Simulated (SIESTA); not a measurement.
## FeO (Wuestite) in SIESTA: the effect of fixed moment

Crystal: FeO (Wuestite).

```
Fe O
1.0
     3.04820    0.00000    0.00000
     1.52410    2.63982    0.00000
     1.52410    0.87994    2.48884
Fe O
1 1
Cartesian
  0.0000 0.0000 0.0000
  3.0482 1.7599 1.2444
```

Alike in all runs:

- Program: SIESTA 5.4.2
- Task: single point
- Functional: PBE
- Potentials or basis: PseudoDojo 0.4 standard (PBE files)
- Basis: DZP (energy shift 0.003 Ry; two zetas on semicore shells)
- Grid cutoff: 800 Ry
- Energy shift: 0.003 Ry
- k mesh: 8 × 8 × 8
- Occupations: fermi-dirac, width 0.05 eV
- Spin: collinear spin, ferromagnetic start
- Starting moments: [3.0, 0.0] μB

```tsv
fixed moment	energy over the lowest run (meV/atom)	pressure (GPa)
1	?	?
2	512.7	-18.4
3	216.0	-10.8
4	0.0	0.3
```

Q: What does the run with fixed moment 1 give?

A: Energy over the lowest run 735.8 meV/atom; pressure -21.6 GPa.

Worked out: A straight line through the other rows of the energy over the lowest run, of slope -256 meV/atom per unit of fixed moment, extrapolates to 755.6 meV/atom, against the run's 735.8. A straight line through the other rows of the pressure, of slope 9.35 GPa per unit of fixed moment, extrapolates to -28.3 GPa, against the run's -21.6. The fit is too stiff a form for this range.

Caveats: short orbitals over semicore shells can move pressures by several GPa; the basis of atomic orbitals isn't converged, which shifts pressures, moduli and gaps; the total moment is fixed, so each spin has its own Fermi level; a cell with one magnetic atom can't hold antiferromagnetic order, which such compounds often take; the moment is held away from its start (some runs).
